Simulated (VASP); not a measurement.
Set up this calculation in VASP 6.6.1, as the native input.

- Task: relaxation of cell and atoms
- Functional: PBEsol
- Potentials or basis: VASP PAW PBE potentials, release 64 (Ta_pv)
- Cutoff: 520 eV
- k mesh: 18 × 18 × 18
- Occupations: gaussian, width 0.1 eV
- Spin: no spin polarisation
- Further INCAR settings: ALGO = Fast; EDIFF = 1e-07; IBRION = 2; EDIFFG = -0.002; NSW = 80; ISIF = 3

The structure of Ta lies in POSCAR:

```
Ta                                      
1.0
   -1.6407153660      1.6407153660      1.6407153660
    1.6407153660     -1.6407153660      1.6407153660
    1.6407153660      1.6407153660     -1.6407153660
  Ta            
     1
Direct
     1.0000000000000000    1.0000000000000000    1.0000000000000000
```

These files were run (other wordings do the same):

INCAR

```
ALGO     = Fast           # electronic algorithm
EDIFF    = 1E-7           # SCF threshold, eV
EDIFFG   = -0.002         # ionic threshold
ENCUT    = 520            # plane-wave cutoff, eV
GGA      = PS             # functional
IBRION   = 2              # ionic algorithm
ISIF     = 3              # what is computed and relaxed
ISMEAR   = 0              # smearing method
LASPH    = T              # aspherical terms in the spheres
LCHARG   = F              # write CHGCAR
LREAL    = F              # projectors in reciprocal space
LWAVE    = F              # write WAVECAR
NELM     = 60             # most SCF steps
NSW      = 80             # ionic steps
PREC     = Accurate       # precision mode
SIGMA    = 0.1            # smearing width, eV
```

KPOINTS

```
k-points
0
Gamma
  18 18 18
```

Potentials or basis: VASP PAW PBE potentials, release 64 (Ta_pv).

Launch:

```bash
$ cat potpaw_PBE.64/Ta_pv/POTCAR > POTCAR
$ mpirun -np 1 vasp_std > vasp.out
```

It gave:

The pressure after relaxing is 0.0 GPa and the band gap on the k mesh is none (metal or under the smearing width).

Caveat: the relaxation stopped at its first step, so nothing moved; the PAW data sets were made with another functional, which shifts forces and pressure a little.

It took 22 s on 1 thread of Intel(R) Xeon(R) Platinum 8259CL CPU @ 2.50GHz (Skylake/Cascade Lake) (shared host), peak memory 0.16 GiB.
